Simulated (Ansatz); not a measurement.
# InSe: the cost of one run

Computed with Ansatz 0.2.0 (DFT r2SCAN, scalar-relativistic, plane waves, PAW, unless a step's input says otherwise).

**1. Starting point**

Symmetry: P-6m2, No. 187, hexagonal system. Conventional cell: a = 4.047 Å, b = 4.047 Å, c = 18.052 Å, α = 90.00°, β = 90.00°, γ = 120.00°. Around In (site symmetry 3m) lie 3 Se at 2.65 Å and 1 In at 2.79 Å. Se (site symmetry 3m) has 3 In at 2.65 Å in its first shell of neighbours.

As a file:

```cif
data_structure
_symmetry_space_group_name_H-M 'P 1'
_symmetry_Int_Tables_number 1
_cell_length_a 4.0473
_cell_length_b 4.0473
_cell_length_c 18.0521
_cell_angle_alpha 90.000
_cell_angle_beta 90.000
_cell_angle_gamma 120.000
_cell_volume 256.09
loop_
_atom_site_label
_atom_site_type_symbol
_atom_site_fract_x
_atom_site_fract_y
_atom_site_fract_z
_atom_site_occupancy
In1 In 0.00000 0.00000 0.57739 1
In2 In 0.00000 0.00000 0.42261 1
In3 In 0.33333 0.66667 0.92261 1
In4 In 0.33333 0.66667 0.07739 1
Se1 Se 0.66667 0.33333 0.85300 1
Se2 Se 0.66667 0.33333 0.14700 1
Se3 Se 0.33333 0.66667 0.64702 1
Se4 Se 0.33333 0.66667 0.35298 1
```

It goes back to an entry of the Materials Project, which need not be the stable form.

The cell is taken as given, not relaxed at this level.

**2. The reference cell**

The reference gives a free energy of -44365.2189 eV, pressure -0.14 GPa, largest force 0.029 eV/Å and gap on the mesh 1.14 eV. It was computed beforehand with the settings of the runs below.

**3. The scan: random displacements**

All atoms are moved at random with no net shift, in some cells together with a random strain.

**4. rms move = 0.201 Å**

input.yaml

```yaml
crystal:
  lattice:
    - [3.8303041257, 0.1328450097, 0.1305972871]
    - [-1.8001049097, 2.9953543866, 0.0118693816]
    - [0.5824953987, 0.3974340734, 19.3160462447]
  atoms:
    - { symbol: In, position: [0.0197554909, 1.0584217769, 0.5757764393] }
    - { symbol: In, position: [0.0112400786, 1.0115993898, 0.4226495919] }
    - { symbol: In, position: [0.2974259945, 0.6395179374, 0.9305153661] }
    - { symbol: In, position: [0.2905807836, 0.7026585418, 0.0798472517] }
    - { symbol: Se, position: [0.6487464144, 0.324203456, 0.8582082668] }
    - { symbol: Se, position: [0.680787171, 0.3139233877, 0.1416519064] }
    - { symbol: Se, position: [0.3624118957, 0.678443579, 0.6459061486] }
    - { symbol: Se, position: [0.3557188381, 0.6045652648, 0.3454450291] }
basis:
  ecutwfc: 500
kpoints:
  mp_grid: { grid: [12, 12, 2] }
hamiltonian:
  xc: r2scan
scf:
  occupations: { method: gaussian, width: 0.05 }
output:
  forces: true
  stress: true
  eigenvalues: true
```

On the command line:

```bash
$ ansatz run input.yaml --threads 2 --pin off --max-ram 5120MiB --backend cpu --events-out ev --progress --plain --runs-dir out
```

**Question.** How long does this run take on 2 threads of Oxide Virtual Turin-like (Zen 5), shared host, and how much memory does it need?

About 2.6 min, with a peak of 2.3 GiB.
